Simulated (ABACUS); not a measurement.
Crystal: NiO.

```
Ni O
1.0
     0.00000    2.08590    2.08590
     2.08590    0.00000    2.08590
     2.08590    2.08590    0.00000
Ni O
1 1
Direct
  0.00000 0.00000 0.00000
  0.50000 0.50000 0.50000
```

Program: ABACUS 3.10.1. Alike in all runs: task single point; spin collinear, ferromagnetic start; cell as given; smearing fermi-dirac 0.05 eV.

Order these runs on this cell by their pressure, lowest first.
A. level BLYP; potentials or basis GBRV ultrasoft 1.5 PBE, plane waves; k mesh 9 × 9 × 9; cutoff (eV) 544; SCF threshold on the density 1e-08; eigensolver dav; mesh quality not flagged
B. level TPSS; potentials or basis SG15 ONCV 1.2 PBE, plane waves; k mesh 7 × 7 × 7; cutoff (eV) 1537; SCF threshold on the density 1e-08; eigensolver dav; mesh quality coarse
C. level PBE; potentials or basis Ansatz NC PBE, DZP LCAO (the cutoffs set its grid); k mesh 10 × 10 × 10; cutoff (eV) 1401; SCF threshold on the density 1e-07; eigensolver genelpa; mesh quality not flagged

A (2.4 GPa), B (4.3 GPa), C (7.2 GPa).

Caveats: some runs use coarse meshes; a cell with one magnetic atom can't hold antiferromagnetic order, which such compounds often take (some runs); the potentials were made for another functional, which shifts forces and pressure (some runs); the atomic orbitals were generated for these runs and aren't a published set (some runs); the basis of atomic orbitals isn't converged, which shifts pressures, moduli and gaps (some runs).
